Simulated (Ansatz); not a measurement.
Runs of Ansatz 0.2.0 on Cu3Au (Auricupride). It takes space group Pm-3m (No. 221, cubic). Conventional cell: a = 3.740 Å, b = 3.740 Å, c = 3.740 Å, α = 90.00°, β = 90.00°, γ = 90.00°. Around Au (site symmetry m-3m) lie 12 Cu at 2.64 Å. Around Cu (site symmetry 4/mmm) lie 4 Au at 2.64 Å and 8 Cu at 2.64 Å. 

```tsv
task	level	spin	cell	k mesh	cutoff (eV)	points for each segment of the path	gap on the mesh (eV)	pressure (GPa)	relaxed volume (Å³/atom)
band structure	r2SCAN	SOC, no magnetisation	as given	5 × 5 × 5	500	14	none	(a)	-
relaxation of cell and atoms	revPBE+D4	off	relaxed	7 × 7 × 7	420	-	none	0.0	(b)
relaxation of cell and atoms	BLYP+D3(BJ)	off	relaxed	7 × 7 × 7	420	-	none	0.0	12.80
relaxation of cell and atoms	PBEsol+D4	off	relaxed	7 × 7 × 7	420	-	none	0.0	12.52
relaxation of cell and atoms	RPBE+D3(BJ)	off	relaxed	7 × 7 × 7	420	-	none	0.0	11.17
```

Alike in all rows: potentials or basis Ansatz PAW; smearing fermi-dirac 0.05 eV.

Task: Fill in the values left out.

Result: (a) -1.1; (b) 12.83.

Caveats: the PAW data sets come from PBE, with cores solved anew for the run's functional, which leaves a small shift of forces and pressure; the plane-wave basis is chosen anew once the cell has moved, so the energies of steps on either side of that aren't comparable (some runs); pairwise dispersion overbinds metals, which lowers pressure and volume (some runs); the volume moved by -15 % from the deposited cell, more than functionals usually miss (some runs).

A k mesh can miss the band edges, and rows without SOC leave out spin-orbit coupling on Au.

A gap of «none» marks a metal or a gap under the smearing width.

Runs at the PBE level aren't shown here.
